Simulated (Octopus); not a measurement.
**AlN in Octopus: the effect of functional**

AlN:

```
Al N
1.0
     0.00000    2.03452    2.03452
     2.03452    0.00000    2.03452
     2.03452    2.03452    0.00000
Al N
1 1
Cartesian
  2.0345 2.0345 2.0345
  0.0000 0.0000 0.0000
```

Measurements of this composition are mostly on another form, of space group No. 186.

Alike in all runs:

| Item | Value |
| --- | --- |
| Program | Octopus 16.4 |
| Task | single point |
| Potentials or basis | pseudodojo_pbe (PseudoDojo 0.5, PBE) |
| Grid spacing | 0.131 Å |
| k mesh | 11 × 11 × 11 |
| Occupations | fermi-dirac, width 0.05 eV |
| Spin | no spin polarisation |

| functional | gap on the mesh (eV) |
| --- | --- |
| PBE | 4.62 |
| LDA | 4.56 |
| PBEsol | 4.55 |
| RPBE | 4.63 |
| revPBE | 4.63 |
| BLYP | ? |

**Question.** What does the run with functional BLYP give?

**Answer.** gap on the mesh 4.85 eV.

Caveats: an odd mesh through Γ misses points on the zone boundary, where band edges often lie.
